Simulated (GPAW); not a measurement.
# Te2Mo in GPAW: band structure with LDA

Aim: the band structure of Te2Mo with LDA.

Everything below comes from runs of GPAW 26.7.0. Logs are shortened: lines on timing, memory, paths and dates and some standing lists are left out, and cuts for length are marked. The log counts tension as positive stress, the text compression.

## 1. Starting point

The cell holds a slab with vacuum, 6 atoms: a = 3.589 Å, b = 3.536 Å, c = 25.974 Å, α = 90.00°, β = 90.00°, γ = 120.49°.

## 2. Band structure, LDA, spin-orbit coupling, no magnetisation

run.py reads:

```python
import numpy as np
from ase import Atoms
from ase.dft.bandgap import bandgap
from ase.io import write
from ase.units import GPa
from ase.parallel import parprint
from gpaw import GPAW, PW
from gpaw.spinorbit import soc_eigenstates

atoms = Atoms(['Te', 'Te', 'Te', 'Te', 'Mo', 'Mo'],
              cell=[[3.588564, 0.0, 0.0],
                    [-1.794282, 3.04685058, 0.0],
                    [0.0, 0.0, 25.9736]],
              scaled_positions=[[0.33333333, 0.66666667, 0.56509708],
                                [0.66666666, 0.33333333, 0.29610087],
                                [0.33333332, 0.66666665, 0.70389913],
                                [0.66666665, 0.33333331, 0.43490292],
                                [0.33333333, 0.66666667, 0.36550189],
                                [0.66666665, 0.33333331, 0.63449811]],
              pbc=True)

calc = GPAW(mode=PW(600),
            xc='LDA',
            kpts={'size': (9, 9, 1), 'gamma': True},
            occupations={'name': 'fermi-dirac', 'width': 0.05},
            nbands=46,
            convergence={'density': 1e-05, 'energy': 1e-05},
            maxiter=150,
            txt='gpaw.txt')
atoms.calc = calc
energy = atoms.get_potential_energy()
forces = atoms.get_forces()
stress = atoms.get_stress()
calc.write('gs.gpw')
write('result.traj', atoms)
parprint(f'Energy: {energy:.6f} eV')
parprint('Forces (eV/A):')
parprint(forces.round(4))
parprint('Stress (GPa):', (stress / GPa).round(3))
parprint('Fermi level:', round(calc.get_fermi_level(), 4), 'eV')
parprint(f'Gap: {bandgap(calc)[0]:.4f} eV, direct: {bandgap(calc, direct=True)[0]:.4f} eV')

path = atoms.cell.bandpath('GXSRAZGYX1A1TY,ZT', npoints=80, eps=1e-4)
bs_calc = calc.fixed_density(kpts=path, symmetry='off', nbands=87,
                             convergence={'bands': 'CBM+6.0', 'eigenstates': 1e-6}, txt='bands.txt')
bs = bs_calc.band_structure()
bs.write('bs.json')
parprint(f'Gap on the path: {bandgap(bs_calc)[0]:.4f} eV')

soc = soc_eigenstates(bs_calc, theta=90, phi=45)
np.savetxt('soc_bands.dat', soc.eigenvalues(), fmt='%.4f')
mesh = soc_eigenstates('gs.gpw', theta=90, phi=45)
np.savetxt('soc_mesh.dat', mesh.eigenvalues(), fmt='%.4f')
parprint('Fermi level with spin-orbit coupling:', round(mesh.fermi_level, 4), 'eV')
```

Potentials or basis: the program's PAW data sets (release 1.2.1) made for this functional, pw.

Launch:

```sh
> OMP_NUM_THREADS=1 mpirun -n 4 gpaw python run.py
```

gpaw.txt:

```text
__  _  _
 | _ |_)|_||  |
 |__||  | ||/\| - 26.7.0

Input parameters:
  mode=PW(ecut=600.0),
  convergence={'density': 1e-05, 'energy': 1e-05},
  kpts=MonkhorstPack(size=(9, 9, 1), gamma=True),
  maxiter=150,
  nbands=46,
  occupations=Occupations(name='fermi-dirac', width=0.05),
  xc=XC(name='LDA')

Diagonalizing LCAO Hamiltonian
Converting LCAO to pw mode

        Te

           Mo

        Te

           Te

        Mo

           Te

Atoms  # Å, Bohr magnetons
|   | symbol |         x |        y |         z |    initial magnetic moments |
|---|--------|-----------|----------|-----------|-----------------------------|
| 0 |     Te | -0.000000 | 2.031234 | 14.677606 | ( 0.0000,  0.0000,  0.0000) |
| 1 |     Te |  1.794282 | 1.015617 |  7.690806 | ( 0.0000,  0.0000,  0.0000) |
| 2 |     Te | -0.000000 | 2.031234 | 18.282794 | ( 0.0000,  0.0000,  0.0000) |
| 3 |     Te |  1.794282 | 1.015617 | 11.295994 | ( 0.0000,  0.0000,  0.0000) |
| 4 |     Mo | -0.000000 | 2.031234 |  9.493400 | ( 0.0000,  0.0000,  0.0000) |
| 5 |     Mo |  1.794282 | 1.015617 | 16.480200 | ( 0.0000,  0.0000,  0.0000) |

Unit cell  # Å
| periodic |         x |        y |         z |   lengths |     angles |
|----------|-----------|----------|-----------|-----------|------------|
|      yes |  3.588564 | 0.000000 |  0.000000 |  3.588564 |  90.000000 |
|      yes | -1.794282 | 3.046851 |  0.000000 |  3.535922 |  90.000000 |
|      yes |  0.000000 | 0.000000 | 25.973600 | 25.973600 | 120.493715 |

Number of symmetries: 4
Symmetry operations  # r_c * U_cc + t_c -> r_c
|   | kind |            matrix            |
|---|------|------------------------------|
| 0 |  E   |  1, 0, 0,  0, 1, 0,  0, 0, 1 |
| 1 |  C2  |  1, 0, 0, -1,-1, 0,  0, 0,-1 |
| 2 |  σ   | -1, 0, 0,  1, 1, 0,  0, 0, 1 |
| 3 |  i   | -1, 0, 0,  0,-1, 0,  0, 0,-1 |

BZ-sampling:
  Number of BZ points: 81
  Number of IBZ points: 25

  Monkhorst-Pack size: [9, 9, 1]
  Monkhorst-Pack shift: [0, 0, 0]

K-points  # in reciprocal-cell coordinates
|     |                                coordinates |     weight |
|-----|--------------------------------------------|------------|
|   0 | (  0.00000000,   0.00000000,   0.00000000) | 0.01234568 |
|   1 | (  0.00000000,   0.11111111,   0.00000000) | 0.02469136 |
|   2 | (  0.00000000,   0.22222222,   0.00000000) | 0.02469136 |
|   3 | (  0.00000000,   0.33333333,   0.00000000) | 0.02469136 |
|   4 | (  0.00000000,   0.44444444,   0.00000000) | 0.02469136 |
|   5 | (  0.11111111,   0.00000000,   0.00000000) | 0.04938272 |
|   6 | (  0.11111111,   0.11111111,   0.00000000) | 0.04938272 |
|   7 | (  0.11111111,   0.22222222,   0.00000000) | 0.04938272 |
|   8 | (  0.11111111,   0.33333333,   0.00000000) | 0.04938272 |
|   9 | (  0.11111111,   0.44444444,   0.00000000) | 0.02469136 |
| ... |                                            |            |
|  24 | (  0.44444444,   0.44444444,   0.00000000) | 0.04938272 |

Plane wave coefficients: 9527
Cutoff: 600.0 eV

Spin-components: 1 (collinear spins)
Bands:           46
Projectors:      32
Spin-degeneracy: 2
Datatype:        complex128

Parallelization:
  kpt:    4
  domain: 1
  band:   1

Density:
  Valence electrons: 52.0
  Components: 1
  Grid points: [ 21  21 147]
  Charge: 0.0  # |e|

Potential:
  Grid points: [ 21  21 147]

species:
  Te:
    name:    Tellurium
    Z:       52.0
    valence: 6
    core:    46
    charge:  0.0  # [|e|]
    compensation charges:
      type: gauss
      rc: 0.36  # [Å]
      lmax: 2
    cutoffs:
      filter: 2.09  # [Å]
      core: 3.17  # [Å]
    projectors
    | kind |    occ | energy [eV] | rcut [Å] |
    |------|--------|-------------|----------|
    |   5s |  2.000 |     -15.337 |    1.180 |
    |   5p |  4.000 |      -6.113 |    1.196 |
    |    s |        |      11.875 |    1.180 |
    |    p |        |      21.098 |    1.196 |
    |    d |        |       0.000 |    1.238 |

    Using partial waves for Te as LCAO basis

  Mo:
    name:    Molybdenum
    Z:       42.0
    valence: 14
    core:    28
    charge:  0.0  # [|e|]
    compensation charges:
      type: gauss
      rc: 0.38  # [Å]
      lmax: 2
    cutoffs:
      filter: 2.16  # [Å]
      core: 1.42  # [Å]
    projectors
    | kind |    occ | energy [eV] | rcut [Å] |
    |------|--------|-------------|----------|
    |   4s |  2.000 |     -64.384 |    1.238 |
    |   5s |  1.000 |      -4.319 |    1.238 |
    |   4p |  6.000 |     -38.595 |    1.296 |
    |   5p |  0.000 |      -1.161 |    1.296 |
    |   4d |  5.000 |      -3.933 |    1.296 |
    |    d |        |      23.278 |    1.296 |

    Using partial waves for Mo as LCAO basis

Reference energy: -958589.610648  # eV

eigensolver:
  PPCG
  Converge bands: occupied
  niter=2

density mixing:
  MSR1-Mixer
  Pratt-step length: 0.05
  Maximum mixing coefficient: 0.75
  Old densities: 10
  SVD Regularization: 0.005
  Good broyden scale: 1.0
  Trust region scale: 1.0
  Backstep threshold: 4.0
  History deletion threshold: 6.0
  Fourier metric: weight=20.0, sigma=0.015

occupation numbers:
  Fermi-Dirac:
    width: 0.0500  # eV

poisson solver:
  ecut: 4800.0  # eV

xc functional:
  name: None

convergence criteria:
- Maximum integral of absolute [dens]ity change: 1e-05 electrons / valence electron
- Maximum [total energy] change in last 3 cyles: 1e-05 eV / valence electron
- Maximum integral of absolute [eigenst]ate change: 4e-08 eV^2 / valence electron
maximum number of iterations: 150

SCF iterations
|iter     | |      energy | eigst |  dens |
|---------|-|-------------|-------|-------|
|iter:   1| |  -43.605813 | +0.42 |       |
|iter:   2| |  -43.335946 | -1.38 | -1.08 |
|iter:   3| |  -42.523939 | -1.44 | -1.11 |
|iter:   4| |  -42.328408 | -1.61 | -1.36 |
|iter:   5| |  -42.277728 | -2.17 | -1.63 |
|iter:   6| |  -42.137498 | -2.50 | -1.70 |
|iter:   7| |  -42.133768 | -3.59 | -2.16 |
|iter:   8| |  -42.133640 | -4.58 | -2.97 |
|iter:   9| |  -42.133643c| -5.53 | -3.60 |
|iter:  10| |  -42.133644c| -6.40 | -4.25 |
|iter:  11| |  -42.133644c| -7.19 | -4.88 |
|iter:  12| |  -42.133644c| -7.56c| -5.27c|

Converged in 12 steps
Energy contributions relative to reference atoms: (reference = -958589.610648)

Energy contributions:
  Kinetic:           3.610010
  Coulomb:         -12.900711
  Zero:             -0.146746
  External:          0.000000
  Xc:              -32.696191
  Entropy:          -0.000013
  Spinorbit:         0.000000
  ----------------------------
  Free energy:     -42.133650
  Extrapolated:    -42.133644

dipole moment: (-0.000104, -0.000176, -0.001491)  # |e|*Ang

Fermi level: 2.171
Eigenvalues  # (at kpt = [0.000, 0.000, 0.000])
| band index |      eig [eV] | occ [0-2] |
|------------|---------------|-----------|
|          0 |       -58.958 |     2.000 |
|        ... |               |           |
|         18 |         0.041 |     2.000 |
|         19 |         0.482 |     2.000 |
|         20 |         0.686 |     2.000 |
|         21 |         0.705 |     2.000 |
|         22 |         0.748 |     2.000 |
|         23 |         0.771 |     2.000 |
|         24 |         1.048 |     2.000 |
|         25 |         1.756 |     2.000 |
|         26 |         4.487 |     0.000 |
|         27 |         4.561 |     0.000 |
|         28 |         4.661 |     0.000 |
|         29 |         4.740 |     0.000 |
|         30 |         4.769 |     0.000 |
|         31 |         4.884 |     0.000 |
|         32 |         4.919 |     0.000 |
|         33 |         5.031 |     0.000 |
|        ... |               |           |
|         45 |        10.813 |     0.000 |

Gap: 0.895 eV
Transition (v -> c):
  (s=0, k=0, n=25, [0.00, 0.00, 0.00]) -> (s=0, k=18, n=26, [0.33, 0.33, 0.00])
Direct/indirect transitions are different
Direct gap: 1.015 eV
Transition at: (s=0, k=18, n=25, [0.33, 0.33, 0.00])

Forces  # eV/Ang
|       x |        y |        z |
|---------|----------|----------|
| 0.00000 | -0.05609 |  0.54018 |  # Te   0
| 0.00000 |  0.05524 |  0.65619 |  # Te   1
| 0.00000 | -0.05524 | -0.65619 |  # Te   2
| 0.00000 |  0.05609 | -0.54018 |  # Te   3
| 0.00000 | -0.10979 | -0.04763 |  # Mo   4
| 0.00000 |  0.10979 |  0.04763 |  # Mo   5

Stress tensor  # eV/Ang^3
|         x |         y |        z |
|-----------|-----------|----------|
|  0.022487 | -0.000000 | 0.000000 |
| -0.000000 |  0.016035 | 0.000027 |
|  0.000000 |  0.000027 | 0.016987 |

# Writing to gs.gpw (mode='')
```

Wall time 5.4 min (4 MPI ranks of Arm Neoverse V1, shared host); peak memory 0.75 GiB.

Results:

- Free energy: -42.1337 eV
- Largest force: 0.659 eV/Å
- Band gap on the k mesh: 0.87 eV, indirect (least direct gap 0.92 eV)
- Band gap along the path: 0.87 eV, indirect (least direct gap 0.92 eV)

Forces in eV/Å, atoms in the order of the input:
```
Te   0.000 -0.056  0.540
Te   0.000  0.055  0.656
Te   0.000 -0.055 -0.656
Te   0.000  0.056 -0.540
Mo   0.000 -0.110 -0.048
Mo   0.000  0.110  0.048
```

Levels at the corners of the path, in eV from the valence-band top:
| point | band 49 | band 50 | band 51 | band 52 | band 53 | band 54 | band 55 | band 56 |
| --- | --- | --- | --- | --- | --- | --- | --- | --- |
| Γ | -0.67 | -0.67 | 0.00 | 0.00 | 2.43 | 2.43 | 2.51 | 2.51 |
| X | -0.30 | -0.30 | -0.05 | -0.05 | 0.87 | 0.87 | 0.91 | 0.91 |
| S | -0.45 | -0.45 | -0.34 | -0.34 | 1.19 | 1.19 | 1.22 | 1.22 |
| R | -0.45 | -0.45 | -0.34 | -0.34 | 1.19 | 1.19 | 1.22 | 1.22 |
| A | -0.30 | -0.30 | -0.05 | -0.05 | 0.87 | 0.87 | 0.91 | 0.91 |
| Z | -0.67 | -0.67 | 0.00 | 0.00 | 2.43 | 2.43 | 2.51 | 2.51 |
| Γ | -0.67 | -0.67 | 0.00 | 0.00 | 2.43 | 2.43 | 2.51 | 2.51 |
| Y | -0.64 | -0.64 | -0.52 | -0.52 | 1.18 | 1.18 | 1.20 | 1.20 |
| X1 | -0.30 | -0.30 | -0.05 | -0.05 | 0.87 | 0.87 | 0.91 | 0.91 |
| A1 | -0.30 | -0.30 | -0.05 | -0.05 | 0.87 | 0.87 | 0.91 | 0.91 |
| T | -0.64 | -0.64 | -0.52 | -0.52 | 1.18 | 1.18 | 1.20 | 1.20 |
| Y | -0.64 | -0.64 | -0.52 | -0.52 | 1.18 | 1.18 | 1.20 | 1.20 |
| Z | -0.67 | -0.67 | 0.00 | 0.00 | 2.43 | 2.43 | 2.51 | 2.51 |
| T | -0.64 | -0.64 | -0.52 | -0.52 | 1.18 | 1.18 | 1.20 | 1.20 |

Caveat: spin-orbit coupling was added after a scalar SCF, so levels and gaps hold it while energy, forces, pressure and moments don't; this program's spin-orbit splittings come out too wide for heavy elements.
